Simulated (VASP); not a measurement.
Here is a VASP 6.6.1 calculation.

File INCAR:

```
ALGO = Normal ; EDIFF = 1E-6
ENCUT = 520 ; ISIF = 2
ISMEAR = 1 ; KPAR = 4
LASPH = T ; LCHARG = F
LMAXMIX = 4 ; LMIXTAU = T
LREAL = F ; LWAVE = F
METAGGA = R2SCAN ; NBANDS = 24
NELM = 80 ; PREC = Accurate
SIGMA = 0.1
```

KPOINTS

```
k-points
0
Gamma
  16 16 16
```

File POSCAR:

```
TaAs                                    
1.0
   -1.7163337839      1.7163337839      5.7978075660
    1.7163337839     -1.7163337839      5.7978075660
    1.7163337839      1.7163337839     -5.7978075660
  Ta              As            
     2     2
Direct
     0.5003060497075275    0.0003060497075274    0.5000000000000000
     0.7503060497075275    0.7503060497075275    0.0000000000000000
     0.0822933702924736    0.5822933702924736    0.5000000000000000
     0.3322933702924737    0.3322933702924737    0.0000000000000000
```

The input KPOINTS_OPT:

```
explicit points
243
Reciprocal
 0.0000000000  0.0000000000  0.0000000000 1
-0.0357142857  0.0357142857  0.0000000000 1
-0.0714285714  0.0714285714  0.0000000000 1
-0.1071428571  0.1071428571  0.0000000000 1
-0.1428571429  0.1428571429  0.0000000000 1
-0.1785714286  0.1785714286  0.0000000000 1
[... 235 lines left out ...]
-0.4673130800  0.5326869200 -0.0326869200 1
-0.5326869200  0.4673130800  0.0326869200 1
```

Potentials or basis: VASP PAW PBE potentials, release 64 (Ta_pv, As).

Run with:

```bash
$ cat potpaw_PBE.64/Ta_pv/POTCAR potpaw_PBE.64/As/POTCAR > POTCAR
$ mpirun -np 4 vasp_std > vasp.out
```

(1) What does it give for the band gap along the path?

(2) What does it give for the pressure?

(3) Predict the largest force.

Results:

(1) none (metal or under the smearing width).

(2) 3.4 GPa.

(3) 0.025 eV/Å.

Caveat: the PAW data sets were made with another functional, which shifts forces and pressure a little; spin-orbit coupling is left out, which moves the levels of the heavy elements.
